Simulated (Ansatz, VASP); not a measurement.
# Two plane-wave programs on Ti3Al5

```
Ti Al
1.0
     3.89538    0.00000    0.00000
     0.00000    3.89538    0.00000
     0.00000    0.00000    8.32602
Ti Al
3 5
Direct
  0.00000 0.00000 0.50000
  0.50000 0.50000 0.00000
  0.50000 0.50000 0.50000
  0.00000 0.50000 0.25049
  0.00000 0.50000 0.74951
  0.50000 0.00000 0.25049
  0.50000 0.00000 0.74951
  0.00000 0.00000 0.00000
```

The cell comes from a database or a generator and needn't be the stable form of this composition.

Alike in both runs: task single point; functional PBEsol; k mesh 6 × 6 × 2; occupations gaussian, width 0.1 eV; no spin polarisation.

|  | VASP | Ansatz |
| --- | --- | --- |
| version | VASP 6.6.1 | Ansatz 0.2.0 |
| potentials or method | VASP PAW PBE potentials, release 64 (Ti_sv, Al) | scalar-relativistic, plane waves, PAW |
| plane-wave cutoff (eV) | 520 | 420 |
| valence electrons in the cell | 51 | 51 |

```csv
,VASP,Ansatz,Ansatz less VASP
gap on the k mesh at the Fermi level (eV),none,none,-
pressure (GPa),-1.1,-1.2,-0.07
rms of the force components (eV/Å),0.044,0.044,+0.0003
```

Atom by atom the forces differ by 0.000 eV/Å (rms over components). A gap of «none» marks a metal or a gap that the smearing closes.

Caveats: the k mesh is coarse (spacing up to 0.38 Å⁻¹), so the values aren't converged; the PAW data sets were made with another functional, which shifts forces and pressure a little (VASP).
